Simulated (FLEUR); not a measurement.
# GaN (F-43m) in FLEUR: a series of runs

The runs below take GaN through single point, with PBE.

All numbers are computed with FLEUR MaX-R8.1 (later development tree); they aren't measurements. Logs are shortened: lines on timing, memory, paths and dates and some standing lists are left out, and cuts for length are marked.

**What was measured.**

A printed reference work, textbook reports, for a bulk crystal of GaN at 0 K: band gap 3.299 eV (direct).

How close the calculation comes is told below.

## (1) Starting point

The structure is cubic, space group F-43m (No. 216). The conventional cell has a = 4.507 Å, b = 4.507 Å, c = 4.507 Å, α = 90.00°, β = 90.00°, γ = 90.00°. Ga (site symmetry -43m) is surrounded by 4 N at 1.95 Å. Around N (site symmetry -43m) lie 4 Ga at 1.95 Å.

The cell is a database's computed one.

## (2) Single point, PBE

inp.xml

```xml
<?xml version="1.0" encoding="UTF-8" standalone="no"?>
<fleurInput fleurInputVersion="0.39">
   <comment>
      GaN                                                                                                 
   </comment>
   <calculationSetup>
      <cutoffs Kmax="4.86" Gmax="15.1" GmaxXC="15.1" numbands="0"/>
      <scfLoop itmax="60" minDistance="0.00001" maxIterBroyd="15" imix="Anderson" alpha="0.05" precondParam="0.0" spinf="2.0" sdNocoIR="T"/>
      <coreElectrons ctail="T" frcor="F" kcrel="0" coretail_lmax="0"/>
      <xcFunctional name="pbe" relativisticCorrections="F"/>
      <magnetism jspins="1"/>
      <soc l_soc="F" theta="0.0" phi="0.0" spav="F"/>
      <expertModes spex="0" secvar="F"/>
      <geometryOptimization l_f="T" forcealpha="1.0" forcemix="BFGS" epsdisp="0.0005" epsforce="0.0002"/>
      <ldaU l_linMix="F" mixParam="0.05" spinf="1.0"/>
   </calculationSetup>
   <cell>
      <bzIntegration valenceElectrons="26.0" mode="hist" fermiSmearingEnergy="0.00183747">
         <kPointListSelection listName="default-1"/>
         <!-- k-points included here -->
         <xi:include xmlns:xi="http://www.w3.org/2001/XInclude" href="kpts.xml"> </xi:include>
      </bzIntegration>
      <!-- symmetry operations included here -->
      <xi:include xmlns:xi="http://www.w3.org/2001/XInclude" href="sym.xml"> </xi:include>
      <bulkLattice scale="1.0">
         <bravaisMatrix>
            <row-1>    0.0000000000000000     4.2584989697947204     4.2584989697947204</row-1>
            <row-2>    4.2584989697947204     0.0000000000000000     4.2584989697947204</row-2>
            <row-3>    4.2584989697947204     4.2584989697947204     0.0000000000000000</row-3>
         </bravaisMatrix>
      </bulkLattice>
   </cell>
   <atomSpecies>
      <species name="Gallium (Ga)" element="Ga" atomicNumber="31">
         <mtSphere radius="1.88" gridPoints="641" logIncrement="0.019"/>
         <atomicCutoffs lmax="8" lnonsphr="6"/>
         <electronConfig flipSpins="F">
            <coreConfig>(1s1/2) (2s1/2) (2p1/2) (2p3/2)</coreConfig>
            <valenceConfig>(3s1/2) (3p1/2) (3p3/2) (4s1/2) (3d3/2) (3d5/2) (4p1/2) (4p3/2)</valenceConfig>
            <stateOccupation state="(4p1/2)" spinUp="0.166667" spinDown="0.166667"/>
            <stateOccupation state="(4p3/2)" spinUp="0.333333" spinDown="0.333333"/>
         </electronConfig>
         <energyParameters s="4" p="4" d="3" f="4"/>
         <lo type="SCLO" l="0" n="3" eDeriv="0"/>
         <lo type="SCLO" l="1" n="3" eDeriv="0"/>
         <lo type="SCLO" l="1" n="3" eDeriv="1"/>
         <lo type="HELO" l="2" n="4" eDeriv="0"/>
         <lo type="HELO" l="2" n="4" eDeriv="1"/>
         <lo type="SCLO" l="3" n="4" eDeriv="2"/>
      </species>
      <species name="Nitrogen (N)" element="N" atomicNumber="7">
         <mtSphere radius="1.44" gridPoints="489" logIncrement="0.021"/>
         <atomicCutoffs lmax="8" lnonsphr="6"/>
         <electronConfig flipSpins="F">
            <coreConfig>(1s1/2)</coreConfig>
            <valenceConfig>(2s1/2) (2p1/2) (2p3/2)</valenceConfig>
            <stateOccupation state="(2p1/2)" spinUp="0.500000" spinDown="0.500000"/>
            <stateOccupation state="(2p3/2)" spinUp="1.000000" spinDown="1.000000"/>
         </electronConfig>
         <energyParameters s="2" p="2" d="3" f="4"/>
         <lo type="SCLO" l="0" n="2" eDeriv="2"/>
         <lo type="SCLO" l="1" n="2" eDeriv="2"/>
         <lo type="SCLO" l="2" n="3" eDeriv="2"/>
      </species>
   </atomSpecies>
   <atomGroups>
      <atomGroup species="Gallium (Ga)">
         <relPos label="                   1">.0000000000 .0000000000 .0000000000</relPos>
         <force calculate="T" relaxXYZ="TTT"/>
      </atomGroup>
      <atomGroup species="Nitrogen (N)">
         <relPos label="                   2">1.000/4.000 1.000/4.000 1.000/4.000</relPos>
         <force calculate="T" relaxXYZ="TTT"/>
      </atomGroup>
   </atomGroups>
   <output dos="F" band="F" slice="F">
      <checks vchk="F" cdinf="F"/>
      <bandDOS minEnergy="-.5*Htr" maxEnergy="0.5*Htr" sigma="0.015" storeEVData="T"/>
      <vacuumDOS vacdos="F" integ="F" star="F" nstars="0" locx1="0.0" locy1="0.0" locx2="0.0" locy2="0.0" nstm="0" tworkf="0.0"/>
      <unfoldingBand unfoldBand="F" supercellX="1" supercellY="1" supercellZ="1"/>
      <plotting iplot="0" polar="F">
         <plot TwoD="T" vec1="  1.0  0.0  0.0" vec2="  0.0  1.0  0.0" vec3="  0.0  0.0  1.0" zero="  0.0  0.0  0.0" file="plot"/>
      </plotting>
      <chargeDensitySlicing numkpt="0" minEigenval="0.0" maxEigenval="0.0" nnne="0" pallst="F"/>
      <specialOutput eonly="F"/>
      <moessbauerParams electricFieldGradient="T" isomerShift="T" coreHyperfine="T" valenceHyperfine="T"/>
      <magneticCircularDichroism mcd="F" energyLo="-10.0" energyUp="0.0"/>
   </output>
  <!-- We include the file relax.xml here to enable relaxations (see documentation) -->
  <xi:include xmlns:xi="http://www.w3.org/2001/XInclude" href="relax.xml"> <xi:fallback/> </xi:include>
</fleurInput>
```

crystal.txt

```
GaN
&input cartesian=F /
0.0000000000  2.2535006075  2.2535006075
2.2535006075  0.0000000000  2.2535006075
2.2535006075  2.2535006075  0.0000000000
1.8897261246
1.0 1.0 1.0

2
31 0.0000000000  0.0000000000  0.0000000000
7 0.2500000000  0.2500000000  0.2500000000

&kpt div1=10 div2=10 div3=10 gamma=T /
```

Potentials or basis: all-electron, FLAPW.

On the command line:

```console
inpgen -f crystal.txt -profile fastHighL
# inp.xml edited to the form shown
fleur_MPI
```

What it wrote:

```text
Welcome to FLEUR        (www.flapw.de)
      MaX-Release 8.1          (www.max-centre.eu)

 ========== k-point set info ==========
 Selected k-point list: default-1
 k-point list type: mesh
 10 x 10 x 10
 Number of k points: 47

 ------------Calculation Setup---------------------------
 Number of MPI-tasks      :            1
 Number of PE/node        :            1
 Number of OMP-threads    :            1
 Most efficient MPI parallelization for:
           1          47
 Additional eigenvalue parallelization possible
 Number of basis functions:          395
 Approximate size of matrices (H+S) per k-point:         0.005 GB
 --------------------------------------------------------
 Iteration:     1   Distance:      25.18875431 me/bohr^3
 Iteration:     2   Distance:      21.59593118 me/bohr^3
 Iteration:     3   Distance:       7.98607832 me/bohr^3
 Iteration:     4   Distance:       4.57821742 me/bohr^3
 Iteration:     5   Distance:       3.26553495 me/bohr^3
 Iteration:     6   Distance:       0.37349979 me/bohr^3
 Iteration:     7   Distance:       0.34941524 me/bohr^3
 Iteration:     8   Distance:       0.03630434 me/bohr^3
 Iteration:     9   Distance:       0.03016411 me/bohr^3
 Iteration:    10   Distance:       0.00382946 me/bohr^3
 Iteration:    11   Distance:       0.00121362 me/bohr^3
 Iteration:    12   Distance:       0.00032944 me/bohr^3
 Iteration:    13   Distance:       0.00005885 me/bohr^3
 Iteration:    14   Distance:       0.00002838 me/bohr^3
 Iteration:    15   Distance:       0.00000303 me/bohr^3

 ********************************************************************
 Run finished successfully
 Stop message:
   Structural relaxation: Done
 ********************************************************************
```

out.xml (last iteration):

```text
<iteration numberForCurrentRun="   16" overallNumber="   16">
         <energyParameters units="Htr">
            <atomicEP atomType="1" spin="1" branch="4s" branchLowest="-4.94" branchHighest="2.29" value="-0.0804443084"/>
            <atomicEP atomType="1" spin="1" branch="4p" branchLowest="-3.12" branchHighest="3.10" value="0.0777631612"/>
            <atomicEP atomType="1" spin="1" branch="3d" branchLowest="-9.99" branchHighest="-0.10" value="-0.2125702228"/>
            <atomicEP atomType="1" spin="1" branch="4f" branchLowest="-9.99" branchHighest="4.81" value="0.4080498590"/>
            <loAtomicEP atomType="1" spin="1" branch="3s" branchLowest="-45.87" branchHighest="-4.94" value="-4.9473858662"/>
            <loAtomicEP atomType="1" spin="1" branch="3p" branchLowest="-39.86" branchHighest="-3.12" value="-3.1389623665"/>
            <loAtomicEP atomType="1" spin="1" branch="3p" branchLowest="-39.86" branchHighest="-3.12" value="-3.1389623665"/>
            <heloAtomicEP atomType="1" spin="1" branch="4d" branchLowest="3.12" branchHighest="3.12" value="3.1174917821"/>
            <heloAtomicEP atomType="1" spin="1" branch="4d" branchLowest="3.12" branchHighest="3.12" value="3.1174917821"/>
            <loAtomicEP atomType="1" spin="1" branch="4f" branchLowest="-9.99" branchHighest="4.81" value="0.4080521019"/>
            <atomicEP atomType="2" spin="1" branch="2s" branchLowest="-13.51" branchHighest="1.39" value="-0.3267083245"/>
            <atomicEP atomType="2" spin="1" branch="2p" branchLowest="-9.99" branchHighest="1.51" value="-0.0216113778"/>
            <atomicEP atomType="2" spin="1" branch="3d" branchLowest="-9.99" branchHighest="5.87" value="0.2158992290"/>
            <atomicEP atomType="2" spin="1" branch="4f" branchLowest="-9.99" branchHighest="10.07" value="0.3760160007"/>
            <loAtomicEP atomType="2" spin="1" branch="2s" branchLowest="-13.51" branchHighest="1.39" value="-0.3267083245"/>
            <loAtomicEP atomType="2" spin="1" branch="2p" branchLowest="-9.99" branchHighest="1.51" value="-0.0216663461"/>
            <loAtomicEP atomType="2" spin="1" branch="3d" branchLowest="-9.99" branchHighest="5.87" value="0.2159003875"/>
         </energyParameters>
         <eigenvalues>
            <eigenvaluesAt spin="1" ikpt="1" k_x="0.00000000" k_y="0.00000000" k_z="0.00000000">
                      -4.9473545278       -3.1371176585       -3.1371176585       -3.1371176585       -0.3126382894
                      -0.2230529250       -0.2230529250       -0.2230529250       -0.2114336950       -0.2114336950
                       0.2728623745        0.2728623745        0.2728623745        0.3365724156        0.6518748482
                       0.6518748482        0.6518748482        0.9212888036        0.9634702497        0.9634702497
                       0.9634702497
            </eigenvaluesAt>
            <eigenvaluesAt spin="1" ikpt="2" k_x="0.00000000" k_y="0.00000000" k_z="0.10000000">
                      -4.9473544605       -3.1371261783       -3.1371201085       -3.1371201085       -0.3086340167
                      -0.2225581751       -0.2225581751       -0.2215875475       -0.2115125460       -0.2115125460
                       0.2325025767        0.2689498858        0.2689498858        0.3680628464        0.6336259791
                       0.6578755548        0.6578755548        0.9143527669        0.9143527669        0.9177442687
                       0.9748070994
            </eigenvaluesAt>
            <eigenvaluesAt spin="1" ikpt="3" k_x="0.00000000" k_y="0.00000000" k_z="0.20000000">
                      -4.9473539516       -3.1371412234       -3.1371236423       -3.1371236423       -0.2986072510
                      -0.2214089586       -0.2214089586       -0.2154774233       -0.2114777048       -0.2114777048
                       0.1660059367        0.2593201469        0.2593201469        0.4077601715        0.6050320733
                       0.6674764286        0.6674764286        0.8765635996        0.8864453718        0.8864453718
                       1.0601508416
            </eigenvaluesAt>
[... 11 lines left out ...]
         <valenceDensity>
            <mtCharges spin="1">
               <mtCharge atomType="1" total="18.5715599" s="2.4278700" p="6.3759231" d="9.7505533" f="0.0139597"/>
               <mtCharge atomType="2" total="3.4389994" s="1.1275038" p="2.3024683" d="0.0077378" f="0.0010213"/>
            </mtCharges>
            <spinDependentCharge spin="1" total="26.0000000" interstitial="3.9894406" mtSpheres="22.0105594"/>
            <totalCharge value="26.0000000000"/>
         </valenceDensity>
         <coreStates atomType="     1" atomicNumber=" 31" spin="1" kinEnergy="   1695.6595109732" eigValSum="  -1081.6924145826" lostElectrons=" 0.000000">
            <state n="1" l="0" j="0.5" energy="-375.3486250514" weight="1.0000000000"/>
            <state n="2" l="0" j="0.5" energy="-45.8745975272" weight="1.0000000000"/>
            <state n="2" l="1" j="0.5" energy="-40.5519046884" weight="1.0000000000"/>
            <state n="2" l="1" j="1.5" energy="-39.5355400122" weight="2.0000000000"/>
         </coreStates>
         <coreStates atomType="     2" atomicNumber="  7" spin="1" kinEnergy="     44.1190312833" eigValSum="    -27.0252906412" lostElectrons=" 0.000008">
            <state n="1" l="0" j="0.5" energy="-13.5126453206" weight="1.0000000000"/>
         </coreStates>
         <allElectronCharges>
            <spinDependentCharge spin="1" total="38.0000000" interstitial="3.9894488" mtSpheres="34.0105512"/>
            <totalCharge value="37.9999999994"/>
         </allElectronCharges>
         <moessbauerParams unitsHFF="kG" unitsIS="e/bohr^3" unitsEFG="Htr/bohr^2">
            <coreIsomerShift atomType="1" isTotal="28005.12488">
               <shell n="1" l="0" isomerShift="25450.38449"/>
               <shell n="2" l="0" isomerShift="2534.02262"/>
               <shell n="2" l="1" isomerShift="20.71777"/>
            </coreIsomerShift>
            <coreIsomerShift atomType="2" isTotal="201.08095">
               <shell n="1" l="0" isomerShift="201.08095"/>
            </coreIsomerShift>
            <isomerShift atomType="1" nucleusRadius="0.0000972" averageDensity="28402.04061"/>
            <isomerShift atomType="2" nucleusRadius="0.0000569" averageDensity="209.88351"/>
            <electricFieldGradient atomType="1" VXX="0.00000" VYY="0.00000" VZZ="0.00000" asymParam="0.00000">
            </electricFieldGradient>
            <electricFieldGradient atomType="2" VXX="0.00000" VYY="0.00000" VZZ="0.00000" asymParam="0.00000">
            </electricFieldGradient>
         </moessbauerParams>
         <totalEnergy                                    value="    -1998.9061333885" units="Htr">
            <sumOfEigenvalues                            value="    -1139.1169881210">
               <coreElectrons value="-1108.7177052238"/>
               <valenceElectrons value="-30.3992828972"/>
            </sumOfEigenvalues>
            <densityCoulombPotentialIntegral value="-3068.6864183320"/>
            <densityEffectivePotentialIntegral value="-3176.0511681128"/>
            <chargeDenXCDenIntegral value="-82.6393964980"/>
            <FockExchangeEnergyValence value="0.0000000000"/>
            <FockExchangeEnergyCore value="0.0000000000"/>
            <atomTypeDependentContributions atomType="1">
               <electronNucleiInteractionDifferentMTs value="2331.8348414699"/>
               <MadelungTerm value="-20.8996755607"/>
            </atomTypeDependentContributions>
            <atomTypeDependentContributions atomType="2">
               <electronNucleiInteractionDifferentMTs value="61.8938793777"/>
               <MadelungTerm value="-4.2293113080"/>
            </atomTypeDependentContributions>
            <tkbTimesEntropy value="0.0000000000"/>
            <freeEnergy value="-1998.9061333885"/>
            <extrapolationTo0K value="-1998.9061333885"/>
         </totalEnergy>
         <totalForcesOnRepresentativeAtoms units="Htr/bohr">
            <forceTotal atomType="1" x="0.000000" y="0.000000" z="0.000000" F_x="0.00000000" F_y="0.00000000" F_z="0.00000000"/>
            <forceTotal atomType="2" x="2.129249" y="2.129249" z="2.129249" F_x="0.00000000" F_y="0.00000000" F_z="0.00000000"/>
         </totalForcesOnRepresentativeAtoms>
      </iteration>
```

Wall time 71 s (1 thread of Arm Neoverse V1, shared host); peak memory 0.06 GiB.

Results:

- Free energy: -54393.0069 eV
- Band gap on the k mesh: 1.73 eV, direct
- Valence electrons inside the program's atomic spheres: Ga 18.57; N 3.44 (radii Ga 1.88, N 1.44 bohr)

Core levels (eV from the Fermi level):
```
atom                                                       levels
1 Ga  1s1/2 -10221.2, 2s1/2 -1255.7, 2p1/2 -1110.9, 2p3/2 -1083.2
 2 N                                                 1s1/2 -375.1
```

## (3) Single point, PBE (atoms moved at random, drawn with an rms of 0.05 Å)

inp.xml: that of step 2 with these lines changed.

```diff
@@ -34,3 +34,3 @@
       <species name="Gallium (Ga)" element="Ga" atomicNumber="31">
-         <mtSphere radius="1.88" gridPoints="641" logIncrement="0.019"/>
+         <mtSphere radius="1.88" gridPoints="631" logIncrement="0.019"/>
          <atomicCutoffs lmax="8" lnonsphr="6"/>
@@ -51,3 +51,3 @@
       <species name="Nitrogen (N)" element="N" atomicNumber="7">
-         <mtSphere radius="1.44" gridPoints="489" logIncrement="0.021"/>
+         <mtSphere radius="1.44" gridPoints="483" logIncrement="0.022"/>
          <atomicCutoffs lmax="8" lnonsphr="6"/>
@@ -67,3 +67,3 @@
       <atomGroup species="Gallium (Ga)">
-         <relPos label="                   1">.0000000000 .0000000000 .0000000000</relPos>
+         <relPos label="                   1">.0064260000 -.0016860000 -.0053100000</relPos>
          <force calculate="T" relaxXYZ="TTT"/>
@@ -71,3 +71,3 @@
       <atomGroup species="Nitrogen (N)">
-         <relPos label="                   2">1.000/4.000 1.000/4.000 1.000/4.000</relPos>
+         <relPos label="                   2">.2425010000 .2481970000 .2566230000</relPos>
          <force calculate="T" relaxXYZ="TTT"/>
```

crystal.txt: that of step 2 with these lines changed.

```diff
@@ -9,4 +9,4 @@
 2
-31 0.0000000000  0.0000000000  0.0000000000
-7 0.2500000000  0.2500000000  0.2500000000
+31 0.0064260000  -0.0016860000  -0.0053100000
+7 0.2425010000  0.2481970000  0.2566230000
```

Potentials or basis: all-electron, FLAPW.

On the command line:

```console
inpgen -f crystal.txt -profile fastHighL
# inp.xml edited to the form shown
fleur_MPI
```

What it wrote:

```text
Welcome to FLEUR        (www.flapw.de)
      MaX-Release 8.1          (www.max-centre.eu)

 ========== k-point set info ==========
 Selected k-point list: default-1
 k-point list type: mesh
 10 x 10 x 10
 Number of k points: 504

 ------------Calculation Setup---------------------------
 Number of MPI-tasks      :            1
 Number of PE/node        :            1
 Number of OMP-threads    :            1
 Most efficient MPI parallelization for:
           1           2           3           4           6           7           8           9          12          14          18          21          24          28          36          42          56          63          72          84         126         168         252         504
 Additional eigenvalue parallelization possible
 Number of basis functions:          395
 Approximate size of matrices (H+S) per k-point:         0.005 GB
 --------------------------------------------------------
 Iteration:     1   Distance:      25.17339930 me/bohr^3
 Iteration:     2   Distance:      21.57588984 me/bohr^3
 Iteration:     3   Distance:       7.96864796 me/bohr^3
 Iteration:     4   Distance:       4.55074461 me/bohr^3
 Iteration:     5   Distance:       3.24656797 me/bohr^3
 Iteration:     6   Distance:       0.37280528 me/bohr^3
 Iteration:     7   Distance:       0.34840816 me/bohr^3
 Iteration:     8   Distance:       0.03951996 me/bohr^3
 Iteration:     9   Distance:       0.03025339 me/bohr^3
 Iteration:    10   Distance:       0.00778854 me/bohr^3
 Iteration:    11   Distance:       0.00100210 me/bohr^3
 Iteration:    12   Distance:       0.00088770 me/bohr^3
 Iteration:    13   Distance:       0.00017652 me/bohr^3
 Iteration:    14   Distance:       0.00008338 me/bohr^3
 Iteration:    15   Distance:       0.00004094 me/bohr^3
 Iteration:    16   Distance:       0.00003474 me/bohr^3
 Iteration:    17   Distance:       0.00001421 me/bohr^3
 Iteration:    18   Distance:       0.00000287 me/bohr^3
 Reset of history

 ********************************************************************
 Run finished successfully
 Stop message:
   Structural relaxation: new displacements generated
 ********************************************************************
```

Run time: 21 min. Hardware: 1 thread of Arm Neoverse V1, shared host; peak memory 0.18 GiB.

What came out:

```yaml
Free_energy: -54392.9963 eV
Largest_force: 0.505 eV/Å
Band_gap_on_the_k_mesh: 1.65 eV, direct
Valence_electrons_inside_the_program's_atomic_spheres: Ga 18.57; N 3.44 (radii Ga 1.88, N 1.44 bohr)
```

Forces in eV/Å, atoms in the order of the input:
```
Ga   0.324 -0.010 -0.387
N   -0.324  0.010  0.387
```

Core levels (eV from the Fermi level):
| atom | levels |
| --- | --- |
| 1 Ga | 1s1/2 -10221.3, 2s1/2 -1255.8, 2p1/2 -1111.0, 2p3/2 -1083.3 |
| 2 N | 1s1/2 -375.2 |

## (4) How close it comes

Step 2. A measured gap of GaN is 3.299 eV (direct; 0 K; a printed reference work, textbook); the calculated 1.73 eV misses it by -1.57 eV. Spin-orbit coupling on Ga is left out. The value is that of PBE, without temperature or zero-point motion. Semilocal functionals fall short of measured gaps as a rule. The cell is a database's relaxed one, not the measured one, which moves gaps too.
